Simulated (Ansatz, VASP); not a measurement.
**One calculation of KF, two programs**

```
K F
1.0
     0.13898    2.74476    2.74476
     2.74476    0.13898    2.74476
     2.74476    2.74476    0.13898
K F
1 1
Direct
  0.00000 0.00000 0.00000
  0.50000 0.50000 0.50000
```

Alike in both runs: task single point; functional r2SCAN; k mesh 8 × 8 × 8; occupations gaussian, width 0.05 eV; no spin polarisation.

|  | VASP | Ansatz |
| --- | --- | --- |
| version | VASP 6.6.1 | Ansatz 0.2.0 |
| potentials or method | VASP PAW PBE potentials, release 64 (K_sv, F) | scalar-relativistic, plane waves, PAW |
| plane-wave cutoff (eV) | 520 | 500 |
| valence electrons in the cell | 16 | 16 |

|  | VASP | Ansatz | Ansatz less VASP |
| --- | --- | --- | --- |
| gap on the k mesh at the Fermi level (eV) | 6.77 | 6.77 | +0.001 |
| least direct gap on the mesh (eV) | 6.77 | 6.77 | +0.001 |
| pressure (GPa) | -0.7 | -0.7 | +0.05 |
| largest component of the traceless stress (GPa) | 0.77 | 0.77 | +0.004 |

Caveats: the PAW data sets were made with another functional, which shifts forces and pressure a little (VASP). A k mesh can miss the band edges. r2SCAN opens gaps a little over a GGA but as a rule still falls short of measured ones.
